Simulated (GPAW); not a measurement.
GaN, 4 atoms in the cell. It takes space group P6_3mc (No. 186, hexagonal). Conventional cell: a = 3.180 Å, b = 3.180 Å, c = 5.166 Å, α = 90.00°, β = 90.00°, γ = 120.00°. Ga (site symmetry 3m) is surrounded by 4 N at 1.94 to 1.95 Å. Around N (site symmetry 3m) lie 4 Ga at 1.94 to 1.95 Å. 

```yaml
Program: GPAW 26.7.0
Task: relaxation of cell and atoms
Functional: revPBE
Potentials_or_basis: the program's PAW data sets (release 1.2.1) made for this functional
Cutoff: 800 eV
Basis: pw
k_mesh: 7 × 7 × 4
Occupations: fermi-dirac, width 0.05 eV
Spin: no spin polarisation
Maxiter: 150
Optimizer: BFGS
Fmax: 0.02 eV/Å
Max_steps: 100
Convergence: density=1e-06 energy=1e-06 eigenstates=1e-10
```

Potentials or basis: the program's PAW data sets (release 1.2.1) made for this functional, pw.

Launch:

```bash
$ OMP_NUM_THREADS=1 python run.py
```

Hardware: 1 thread of Arm Neoverse V1, on a shared host.

Problem. Estimate the wall time of this run.

Solution. Wall time 2.7 min on 1 thread of Arm Neoverse V1, with other jobs on the host, peak memory 0.28 GiB. Counts: scf iterations 64, plane waves 2352, bands 18, k points 28, ion steps 6.
